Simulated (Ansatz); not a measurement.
The system is Sn.

```
Sn
1.0
    -2.94014    2.94014    1.59930
     2.94014   -2.94014    1.59930
     2.94014    2.94014   -1.59930
Sn
2
Direct
  0.00000 0.00000 0.00000
  0.75000 0.25000 0.50000
```

Base run:

| Item | Value |
| --- | --- |
| Program | Ansatz 0.2.0 |
| Functional | PBEsol |
| Potentials or basis | all-electron LAPW, scalar-relativistic |
| Cutoff | 208 eV (chosen from the basis error) |
| Basis error allowed | 0.001 eV/atom |
| k mesh | 9 × 9 × 9 |
| Occupations | fermi-dirac, width 0.05 eV |
| Spin | no spin polarisation |

Its results: pressure -1.4 GPa.

Task: The run is repeated on the same cell with these changes: functional from PBEsol to LDA. What comes out?

Result: Pressure -2.8 GPa.

LDA binds more tightly than PBEsol, so the same cell stands under less pressure.
